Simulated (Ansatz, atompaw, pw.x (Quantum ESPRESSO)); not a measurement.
Equation-of-state test of one PAW (atompaw) potential (Pt)

| Item | Value |
| --- | --- |
| Element | Pt (Z = 78) |
| Generator | atompaw 4.2.0.5 |
| Type | PAW |
| Functional | PBE |
| Relativity | scalar-relativistic |
| Frozen core | [Kr] 4d10 4f14 |
| Valence charge | 18 |
| Reference configuration | 5s2 5p6 5d9 6s1 6p0 |
| Partial waves | 5s (bound): rc 1.50 bohr; 6s (bound): rc 1.75 bohr; 5p (bound): rc 1.65 bohr; 6p (bound, empty): rc 1.90 bohr; 5d (bound): rc 1.90 bohr; 5d channel at 0.55 Ry: rc 1.90 bohr |
| Local potential | bessel scheme, radius 1.75 bohr |
| Core correction | smooth core density matched at 1.65 bohr |
| Augmentation charge | besselshape compensation charge, radius 1.55 bohr; PAW radius 1.90 bohr; waves and projectors: custom rrkj gramschmidtortho |

Crystal test: bcc Pt in pw.x 7.5, no spin, 15³ k-points, Fermi–Dirac smearing 0.01 Ry, cutoffs 85/850 Ry. The reference is all-electron LAPW (Ansatz 0.2.0) with the same functional, mesh and smearing; V0 and B0 come from Birch–Murnaghan fits to the pressures at five volumes. Errors are pseudo minus all-electron; Δ is the rms difference of the E(V) curves that follow from these fits, minima aligned, over ±6 % about the mean V0. Mesh and smearing are coarse, so the numbers serve the comparison and aren't converged zero-temperature values; the lattice is a test structure that the element need not adopt.

All-electron: a0 = 3.165 Å (V0 = 15.85 Å³/atom), B0 = 235.3 GPa.

How far does the potential miss the all-electron equation of state?

mean pressure error (GPa): +0.65; a0 (Å): 3.167; a0 error (%): +0.09; B0 error (%): +0.1; Δ (meV/atom): 2.2.

```tsv
V (Å³/atom)	P all-electron (GPa)	P pseudo (GPa)
15.066	13.63	14.50
15.463	6.17	6.91
15.859	-0.19	0.45
16.255	-5.60	-5.05
16.652	-10.19	-9.72
```

At the middle volume, how do free energy and pressure move when the wave cutoff is lowered (ecutrho held at 850 Ry)?

| cutoff (Ry) | shift of F (meV/atom) | shift of P (GPa) |
| --- | --- | --- |
| 38 | +170.6 | -2.48 |
| 51 | +31.5 | -1.29 |
| 68 | +10.7 | -0.17 |

The run at the middle volume (120 k-points, 10 iterations) took about 27 s on one core of a shared host (Intel(R) Xeon(R) 6975P-C, 192 threads, 378 GiB, load 12).
